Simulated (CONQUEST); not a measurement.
The system is SnO2 (Cassiterite).

```
Sn O
1.0
     3.18650    0.00000    0.00000
     0.00000    4.73800    0.00000
     0.00000    0.00000    4.73800
Sn O
2 4
Cartesian
  1.5933 2.3690 2.3690
  0.0000 0.0000 0.0000
  1.5933 0.9140 0.9140
  0.0000 3.2830 1.4550
  1.5933 3.8240 3.8240
  0.0000 1.4550 3.2830
```

```yaml
Program: CONQUEST 1.3
Task: single point
Functional: PBEsol
Potentials_or_basis: PseudoDojo NC PBEsol, DZP, grid cutoff 150 Ha
k_mesh: 8 × 6 × 6
Occupations: fermi-dirac, width 0.05 eV
Spin: no spin polarisation
```

On this cell: pressure 11.3 GPa; largest force 0.200 eV/Å; band gap on the k mesh 0.94 eV, direct.

The same run follows on a disturbed copy (atoms moved at random, drawn with an rms of 0.05 Å):

```
Sn O
1.0
     3.18650    0.00000    0.00000
     0.00000    4.73800    0.00000
     0.00000    0.00000    4.73800
Sn O
2 4
Direct
  0.49746 0.50951 0.49864
  0.99823 0.00615 0.00976
  0.50555 0.19471 0.19258
  0.00342 0.69922 0.30269
  0.50986 0.81229 0.79193
  0.98763 0.30649 0.69155
```

Q: What does the disturbed cell give?

A: The energy moves by +19.4 meV/atom; pressure 11.5 GPa; largest force 1.885 eV/Å; band gap on the k mesh 0.82 eV, direct.

Forces in eV/Å, atoms in the order of the input:
```
Sn  -0.105 -0.932  0.209
Sn   0.654 -0.250 -1.750
O   -0.474  0.588  0.517
O   -0.162 -0.371  0.022
O   -0.447  0.842  1.119
O    0.554  0.134 -0.129
```

Stress tensor (GPa, compression positive):
```
14.79 -0.95  0.76
-0.95 10.21  0.16
 0.76  0.16  9.40
```

Caveats: spin-orbit coupling is left out, which moves the levels of the heavy elements; the basis of atomic orbitals isn't converged, which shifts pressures, moduli and gaps.

